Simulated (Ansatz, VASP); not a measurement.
# Mg13B23C24 (Mg_B): VASP beside Ansatz, part 2 of 2

Aim: how closely do two programs agree when they are given the same cell, functional and k mesh? The structure shown is the end of the VASP relaxation below.

VASP 6.6.1 and Ansatz 0.2.0.

So far: Set-up; VASP: relaxation, PBEsol.

**3. Ansatz: single point, PBEsol**

Level of this step: Ansatz beside VASP: Kohn-Sham DFT, plane waves, PBEsol (Ansatz).

Ansatz runs on its default PAW (the set named soft_2) files.

The same cell, functional, mesh and smearing now go to Ansatz, which takes its cutoff from its data sets.

Input file input.yaml:

```yaml
crystal:
  lattice:
    - [4.61866962, 7.17688825, 0.0]
    - [-4.61866962, 7.17688825, 0.0]
    - [0.0, 0.0, 8.3003684]
  atoms:
    - { symbol: Mg, position: [0.98842692, 0.51368625, 0.1646137] }
    - { symbol: Mg, position: [0.50472889, 0.00110488, 0.16756552] }
    - { symbol: Mg, position: [0.001441, 0.00746569, 0.99978279] }
    - { symbol: Mg, position: [0.49498905, 0.49842875, 0.99980299] }
    - { symbol: Mg, position: [0.97653641, 0.53688278, 0.49978937] }
    - { symbol: Mg, position: [0.53481694, 0.96029202, 0.49979053] }
    - { symbol: Mg, position: [0.00313857, 0.00380876, 0.33237437] }
    - { symbol: Mg, position: [0.46814251, 0.50499271, 0.339687] }
    - { symbol: Mg, position: [0.29037124, 0.31325454, 0.49980593] }
    - { symbol: Mg, position: [0.98840492, 0.51370497, 0.83487174] }
    - { symbol: Mg, position: [0.50470794, 0.00107046, 0.83197172] }
    - { symbol: Mg, position: [0.00314339, 0.00380069, 0.6671851] }
    - { symbol: Mg, position: [0.46817436, 0.50507882, 0.65987199] }
    - { symbol: B, position: [0.29899243, 0.42156725, 0.16284023] }
    - { symbol: B, position: [0.81308535, 0.9233622, 0.16507195] }
    - { symbol: B, position: [0.19577963, 0.08344961, 0.1659319] }
    - { symbol: B, position: [0.6854987, 0.57474681, 0.16806681] }
    - { symbol: B, position: [0.42003941, 0.80923623, 0.99976684] }
    - { symbol: B, position: [0.92351805, 0.31139607, 0.99974806] }
    - { symbol: B, position: [0.08463693, 0.70016449, 0.99978204] }
    - { symbol: B, position: [0.57519082, 0.19301781, 0.99978415] }
    - { symbol: B, position: [0.81828201, 0.92018827, 0.49976678] }
    - { symbol: B, position: [0.19712917, 0.07777552, 0.49975235] }
    - { symbol: B, position: [0.6846115, 0.57165542, 0.49975033] }
    - { symbol: B, position: [0.42022055, 0.80803448, 0.33214282] }
    - { symbol: B, position: [0.92594942, 0.31324888, 0.3336071] }
    - { symbol: B, position: [0.08366114, 0.69394512, 0.32874289] }
    - { symbol: B, position: [0.59082862, 0.19130002, 0.33521156] }
    - { symbol: B, position: [0.29901523, 0.42154953, 0.83671483] }
    - { symbol: B, position: [0.81306281, 0.923384, 0.83450434] }
    - { symbol: B, position: [0.1957796, 0.08339015, 0.83360063] }
    - { symbol: B, position: [0.68550337, 0.57475411, 0.83143447] }
    - { symbol: B, position: [0.42021074, 0.80801916, 0.66737713] }
    - { symbol: B, position: [0.92595704, 0.31323782, 0.6658745] }
    - { symbol: B, position: [0.08369155, 0.6939487, 0.67086418] }
    - { symbol: B, position: [0.59085294, 0.19131916, 0.66432826] }
    - { symbol: C, position: [0.00585976, 0.22461142, 0.1666956] }
    - { symbol: C, position: [0.49669293, 0.71862244, 0.1666172] }
    - { symbol: C, position: [0.49522919, 0.27986741, 0.167685] }
    - { symbol: C, position: [0.00703942, 0.7923514, 0.16440613] }
    - { symbol: C, position: [0.21937822, 0.50749922, 0.99978534] }
    - { symbol: C, position: [0.72044848, 0.00238104, 0.99974942] }
    - { symbol: C, position: [0.28370794, 0.00193693, 0.99976123] }
    - { symbol: C, position: [0.77572627, 0.49822128, 0.99975383] }
    - { symbol: C, position: [0.01049249, 0.22610208, 0.49974739] }
    - { symbol: C, position: [0.4961949, 0.71812756, 0.49975469] }
    - { symbol: C, position: [0.54852352, 0.28364486, 0.4998008] }
    - { symbol: C, position: [0.00851902, 0.78412014, 0.49979611] }
    - { symbol: C, position: [0.19662758, 0.49969406, 0.31870301] }
    - { symbol: C, position: [0.72491708, 0.99507492, 0.33290839] }
    - { symbol: C, position: [0.28515549, 0.00198176, 0.33293301] }
    - { symbol: C, position: [0.77592311, 0.49833529, 0.33342211] }
    - { symbol: C, position: [0.00588036, 0.22462181, 0.83279196] }
    - { symbol: C, position: [0.49666402, 0.71861763, 0.83288576] }
    - { symbol: C, position: [0.49523448, 0.27984003, 0.8318707] }
    - { symbol: C, position: [0.00701828, 0.7923673, 0.83509005] }
    - { symbol: C, position: [0.19668403, 0.49970233, 0.68086382] }
    - { symbol: C, position: [0.72493298, 0.99506624, 0.66662715] }
    - { symbol: C, position: [0.28513453, 0.0019779, 0.66659022] }
    - { symbol: C, position: [0.77593858, 0.49834245, 0.66607353] }
total_charge: -1
hamiltonian:
  xc: pbesol
  pseudopotentials: { kind: paw }
kpoints:
  mp_grid: { grid: [2, 2, 2] }
scf:
  occupations: { method: gaussian, width: 0.05 }
  n_extra_bands: 19
output:
  forces: true
  eigenvalues: true
  write_density: true
  write_potential: true
  elf: true
  volumetric_format: npy
```

The run is started by

```bash
> ansatz run input.yaml --threads 8 --pin off --max-ram 18432MiB --backend cpu --events-out ev --progress --plain --runs-dir out
```

Numbers of over 12 decimals in the logs are rounded to 6 here.

Output:

```text
scf.n_extra_bands = 19 over 148 filled bands (N_el = 296.0): the run solves 167 bands
Engine: ansatz 0.2.0, aarch64-unknown-linux-gnu
Pseudopotentials: kind: paw
Pseudopotential: Mg, paw, valence charge 10, recommended cutoff 420 eV (normal), Mg.paw.azcp
Pseudopotential: B, paw, valence charge 3, recommended cutoff 420 eV (normal), B.paw.azcp
Pseudopotential: C, paw, valence charge 4, recommended cutoff 420 eV (normal), C.paw.azcp
Functional definition: PBEsol
  exchange = pbesol_x
  correlation = pbesol_c
Crystal: 60 atoms, lattice volume = 550.276 Å³
Basis set: ecut = 420 eV, 10731 PW (Γ), exchange–correlation on 120×120×120 points (8 copies of the dense FFT grid, shifted against one another)
Bands: 167, of which v1, the nominal top of the filled ones, is band 148 counted from 1 (147 counted from 0)
Symmetry: 1 space group operations
Space group: P1 (ITA 1), of the structure as read, at distance tolerance 8.2e-5 Å
k-points: 8
Non-local potential: Mg, projectors of the file, l = 0: 3, l = 1: 2, l = 2: 1
Non-local potential: B, projectors of the file, l = 0: 2, l = 1: 2, l = 2: 1
Non-local potential: C, projectors of the file, l = 0: 2, l = 1: 2, l = 2: 1
PAW form: soft (Blöchl's): semilocal exchange-correlation on the pseudo side does not see the compensation charge
PAW frozen core: Mg, regenerated for the run's functional, and the local potential with it (the file was generated under x = pbe(κ = 0.804, μ = 0.219515), c = pbe(β = 0.066725))
PAW frozen core: B, regenerated for the run's functional, and the local potential with it (the file was generated under x = pbe(κ = 0.804, μ = 0.219515), c = pbe(β = 0.066725))
PAW frozen core: C, regenerated for the run's functional, and the local potential with it (the file was generated under x = pbe(κ = 0.804, μ = 0.219515), c = pbe(β = 0.066725))
PAW one-centre angular grid: Mg, 110 points (default); XC on 64 Gauss nodes
PAW one-centre angular grid: B, 110 points (default); XC on 64 Gauss nodes
PAW one-centre angular grid: C, 110 points (default); XC on 64 Gauss nodes
Initial density: superposition of atomic densities (neutral atoms scaled as one to the charged cell's electrons: chi_scale 0, normalization atom), corrected by the library's trained network
Initial wavefunctions: pseudopotential atomic-orbital guess
Functional: x = pbesol(κ = 0.804, μ = 0.123457), c = pbesol(β = 0.046)
SCF iter   1: F=—  HF=-34284.470306 eV  |F-HF|=—  |Δ(HF+E_count)|=         —  Δρ=1.06e-2  dr2=5.78e-1  ethr=1.77e-3  ⟨swp⟩=6.5  Hψ=5883  notcnv=0  defer=12
preconditioner: auto → Resta (q_TF=auto, 2.460 Å⁻¹)  ε∞=6.9  [insulator: Δε(μ)=0.518 eV  Ē_g=9.051 eV  σ=0.050 eV  W_gap=1.00  n_scr=148 (ndim 8)  ℏωp=21.9 eV  f_vac=0.002  D(μ)=0.00/eV (n_scr^D=0)  ε∞_Penn≈6.9]
SCF iter   2: F=—  HF=-34284.318263 eV  |F-HF|=—  |Δ(HF+E_count)|=   1.52e-1  Δρ=5.22e-3  dr2=1.44e-1  ethr=1.95e-4  ⟨swp⟩=3.0  Hψ=2721  notcnv=0  defer=104
SCF iter   3: F=—  HF=-34284.277272 eV  |F-HF|=—  |Δ(HF+E_count)|=   4.10e-2  Δρ=1.25e-3  dr2=1.52e-2  ethr=4.88e-5  ⟨swp⟩=2.0  Hψ=2134  notcnv=0  defer=104
SCF iter   4: F=—  HF=-34284.274126 eV  |F-HF|=—  |Δ(HF+E_count)|=   3.15e-3  Δρ=3.81e-4  dr2=1.21e-3  ethr=5.15e-6  ⟨swp⟩=2.0  Hψ=1859  notcnv=0  defer=104
SCF iter   5: F=—  HF=-34284.274005 eV  |F-HF|=—  |Δ(HF+E_count)|=   1.21e-4  Δρ=1.44e-4  dr2=1.50e-4  ethr=4.10e-7  ⟨swp⟩=2.0  Hψ=2144  notcnv=0  defer=104
SCF iter   6: F=—  HF=-34284.274008 eV  |F-HF|=—  |Δ(HF+E_count)|=   2.29e-6  Δρ=2.89e-5  dr2=6.03e-6  ethr=5.08e-8  ⟨swp⟩=2.2  Hψ=1972  notcnv=0  defer=104
SCF iter   7: F=—  HF=-34284.274112 eV  |F-HF|=—  |Δ(HF+E_count)|=   1.05e-4  Δρ=9.44e-6  dr2=6.06e-7  ethr=2.04e-9  ⟨swp⟩=2.0  Hψ=2202  notcnv=0  defer=104
SCF iter   8: F=-34284.274112 eV  HF=-34284.274113 eV  |F-HF|=2.54e-8  |Δ(HF+E_count)|=   1.12e-7  Δρ=3.18e-6  dr2=7.39e-8  ethr=3.38e-11  ⟨swp⟩=15.9  Hψ=10718  notcnv=0
SCF 1 converged in 8 iterations: F = -34284.274112 eV  dr2 = 7.39e-8
  greatest PAW one-centre occupation: 1.000 electrons in one spin orbital (limit 2), on the Mg atom at site 8 (counted from 0), in its partial waves of l = 0
SCF converged after 8 iterations
Free energy (F): -34284.274112 eV
Harris-Foulkes:  -34284.274113 eV  (|F-HF|=2.54e-8)
Internal energy: -34284.274084 eV  (E = F + TS)
E sigma→0 (E₀):  -34284.274098 eV
Entropy (-TS):   -0.000029 eV (-0.000 meV/atom)
Fermi energy:    9.306621 eV
--- Per-component energies (eV) ---
  E_band       = -3909.487176
  E_kinetic    = 4332.961266
  E_local      = -23929.220125  (includes V_loc(G=0)·N_el)
  E_nonlocal   = 2165.517487
  E_hartree    = 8452.907441
  E_xc         = -2289.946993
  E_vxc        = -2831.955524  (∫ρ·V_xc dr)
  E_paw        = -7670.446004  (= ΣΔE_a)
  E_vpaw       = -552.613509  (= ΣTr[D̂ρ^β])
  E_aug_tail   = 0.000102  (compensation charges beyond the density's cutoff)
  E_ewald      = -15347.657231
  E_core_change = 1.609973  (= ΣΔE_core)
  E_smearing   = -0.000029  (= −TS)
  E_closure    = 0.000000  (closes the sum)
  E_deformation_potential = -16.772804  (in the stress; not in F)
  Σ components = -34284.274112   (vs F -34284.274112, Δ=0.00e0)
--- Forces (eV/Å), atoms counted from 1 ---
  atom   1  Mg    -0.00603358     0.00079413    -0.00443135
  atom   2  Mg    -0.00814868    -0.00858099     0.00116338
  atom   3  Mg    -0.00168881    -0.00465699    -0.00118763
  atom   4  Mg    -0.00658278     0.00074992    -0.00280436
  atom   5  Mg     0.00988314     0.01365705    -0.00219308
  atom   6  Mg     0.00187610    -0.00238727    -0.00108052
  atom   7  Mg    -0.00135140    -0.00221694    -0.00525404
  atom   8  Mg     0.00434065    -0.00215197     0.00360019
  atom   9  Mg    -0.01393538     0.01349941    -0.00073370
  atom  10  Mg    -0.00445817     0.00186861     0.00730177
  atom  11  Mg    -0.00867125    -0.00479420    -0.00154543
  atom  12  Mg    -0.00263213    -0.00232686     0.00353777
  atom  13  Mg     0.00734760    -0.00865382    -0.00226514
  atom  14  B     -0.02325558    -0.00411807    -0.00247310
  atom  15  B     -0.00219388     0.00706171     0.00260790
  atom  16  B     -0.00437292    -0.00907656    -0.00057194
  atom  17  B     -0.00069595     0.00659887     0.00230639
  atom  18  B     -0.00716716     0.00549513    -0.00161348
  atom  19  B     -0.00544320     0.00114594    -0.00191683
  atom  20  B      0.01078156    -0.00648728    -0.00709870
  atom  21  B      0.00682012    -0.00741656    -0.00371040
  atom  22  B      0.00994777     0.00680299     0.00271005
  atom  23  B     -0.00500581    -0.00202035     0.00184610
  atom  24  B      0.00631795     0.00171377    -0.00104973
[...]
atom  53  C      0.01280584     0.01887061     0.00095296
  atom  54  C      0.00386568     0.03289105    -0.00021518
  atom  55  C     -0.00170563    -0.01813059    -0.00404725
  atom  56  C     -0.01192640    -0.01928382     0.00620714
  atom  57  C     -0.01284829     0.01947470     0.02075625
  atom  58  C     -0.00418679     0.02215958     0.00209415
  atom  59  C      0.01411583    -0.03589395    -0.00436383
  atom  60  C      0.00941046    -0.02785170    -0.00048358
  max |Σ_I F_I| component: 1.35e-5 eV/Å
--- Band table (eV; the first three rows and the last of 8) ---
  k-point 0: bands = [... 144 lower, 7.7522, 7.8997, 8.4516, 9.1893, 9.6482, 9.6963, 10.2291, 10.6324, ... 15 higher]
  k-point 1: bands = [... 144 lower, 7.4704, 7.5214, 8.1599, 8.2241, 9.6452, 9.6528, 9.8017, 9.8675, ... 15 higher]
  k-point 2: bands = [... 144 lower, 7.3987, 7.6417, 8.4576, 9.0264, 9.9616, 10.0507, 10.2575, 10.3563, ... 15 higher]
  k-point 7: bands = [... 144 lower, 7.3664, 7.4270, 8.2045, 8.2832, 9.8730, 9.9371, 10.1284, 10.1784, ... 15 higher]
```

Wall time 14 s (8 threads of Arm Neoverse V2, shared host); peak memory 3.6 GiB; 96 s of CPU time.

**4. Differences**

Known differences besides the potentials themselves: the data sets hold 296 valence electrons in Ansatz (default PAW (the set named soft_2) files) and 192 in VASP; the cutoff is 420 eV in Ansatz and 400 eV in VASP (PREC = Normal, projectors in real space); Ansatz makes its cores anew for this functional, VASP keeps those of its PBE data sets; VASP leaves aspherical gradient terms in its spheres out (LASPH is not set), Ansatz keeps them. Total energies have different zeros and are not compared.

Compared:

```tsv
quantity	Ansatz	VASP	difference
gap on the k mesh (eV)	0.235	0.202	+0.033
```

At this near-relaxed geometry the largest component of a force difference is 36 meV/Å. A gap on the mesh is an upper bound, since the band edges may lie between its points.

**5. Outcome**

| Property | Result |
| --- | --- |
| difference in gap on the k mesh (single point, PBEsol) | 0.033 eV |
| r.m.s. force difference (single point, PBEsol) | 11 meV/Å |

In words: The r.m.s. force difference is 11 meV/Å (single point, PBEsol), within the 12 meV/Å picked in this series as the mark of a large difference. How closely two codes agree says nothing of how well the functional describes the real material.

[Lines on the potential files, build, host, timing and source positions are cut from VASP's logs without a mark.]

[Logs are printed without paths, hosts, clocks, repeated set-up lines and the standing remarks that a program may print on its own settings, such as how far it seeks lower states.]

[Hosts, paths, dates, database ids (printed as entryN), source tags and the programs' standing remarks are cut or masked in the printed files.]
